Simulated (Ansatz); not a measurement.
An element in the fcc structure gives these cold pressures by all-electron LAPW under PBE (Ansatz 0.2.0, scalar-relativistic, no spin polarisation).

| V (Å³/atom) | P (GPa) |
| --- | --- |
| 16.46 | 0.08 |
| 14.48 | 46.4 |
| 12.84 | 113.0 |
| 11.19 | 226.6 |
| 9.55 | 431.6 |
| 8.23 | 732.7 |
| 7.08 | 1207 |

(1) Which element is it?

## Answers

(1) W. Its zero-pressure volume in this structure is near 16.5 Å³/atom; the volume and the steepness of P(V) together point to it, though neighbours can come close. Neighbours weren't tried against these numbers.
